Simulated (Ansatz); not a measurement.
# Ti3B4: the cost of one run

Method: DFT PBE, scalar-relativistic, plane waves, PAW, in Ansatz 0.2.0.

## Step 1: The system as given

It takes space group Pm-3m (No. 221, cubic). Conventional cell: a = 3.907 Å, b = 3.907 Å, c = 3.907 Å, α = 90.00°, β = 90.00°, γ = 90.00°. Around Ti (site symmetry 4/mmm) lie 6 B at 1.95 Å. B (site symmetry m-3m) has 6 Ti at 1.95 Å as nearest neighbours. Around B (site symmetry 4/mmm) lie 4 Ti at 1.95 Å.

Coordinates:

```xyz
7
Lattice="3.9070 0.0000 0.0000 0.0000 3.9070 0.0000 0.0000 0.0000 3.9070" Properties=species:S:1:pos:R:3 pbc="T T T"
Ti    1.9535    1.9535    0.0000
Ti    0.0000    1.9535    1.9535
Ti    1.9535    0.0000    1.9535
B     1.9535    1.9535    1.9535
B     1.9535    0.0000    0.0000
B     0.0000    1.9535    0.0000
B     0.0000    0.0000    1.9535
```

The cell is invented: species swapped into a database cell of W3N4 (Pm-3m, No. 221), with Ti on the W sites and B on the N sites. The dimensions are guesses.

## Step 2: Probe: one point on a coarse mesh

Input file input.yaml:

```yaml
crystal:
  lattice:
    - [3.90700068, 0.0, 0.0]
    - [0.0, 3.90700068, 0.0]
    - [0.0, 0.0, 3.90700068]
  atoms:
    - { symbol: Ti, position: [0.5, 0.5, 0.0] }
    - { symbol: Ti, position: [0.0, 0.5, 0.5] }
    - { symbol: Ti, position: [0.5, 0.0, 0.5] }
    - { symbol: B, position: [0.5, 0.5, 0.5] }
    - { symbol: B, position: [0.5, 0.0, 0.0] }
    - { symbol: B, position: [0.0, 0.5, 0.0] }
    - { symbol: B, position: [0.0, 0.0, 0.5] }
basis:
  ecutwfc: 420
kpoints:
  mp_grid: { grid: [4, 4, 4] }
hamiltonian:
  xc: pbe
scf:
  occupations: { method: gaussian, width: 0.1 }
  lower_state_search: "off"
output:
  forces: true
  stress: true
  eigenvalues: true
```

Launch:

```
$ ansatz run input.yaml --threads 1 --pin off --max-ram 2048MiB --backend cpu --events-out ev --progress --plain --runs-dir out
```

**Question.** How long does this run take on 1 thread of Intel Xeon 6975P-C (Granite Rapids), shared host, and how much memory does it need?

About 1.1 s, with a peak of 0.34 GiB.
